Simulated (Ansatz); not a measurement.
Mn (fcc): energy against volume

Level of theory: DFT, revPBE, plane waves (420 eV) with PAW, scalar-relativistic (Ansatz). The PAW files were generated under PBE, with cores re-solved for the functional.

The cell is scaled uniformly from the relaxed one, with fractional coordinates and shape fixed. Energies are extrapolated to zero smearing, pressures are those at the given smearing. Magnetic state: spin not included. It is not the lowest magnetic state of this structure.

A Birch-Murnaghan fit gives V₀ = 10.90 Å³/atom, B₀ = 269 GPa, B₀′ = 4.4.

(1) What are the energy above the minimum and the pressure at 9.603 Å³/atom?

(2) What are the energy above the minimum and the pressure at 10.476 Å³/atom?

(3) What are the energy above the minimum and the pressure at 12.222 Å³/atom?

Results:

(1) 162.7 meV/atom and 45.40 GPa as computed.

(2) 14.8 meV/atom and 12.07 GPa as computed.

(3) 109.6 meV/atom and -23.38 GPa as computed.
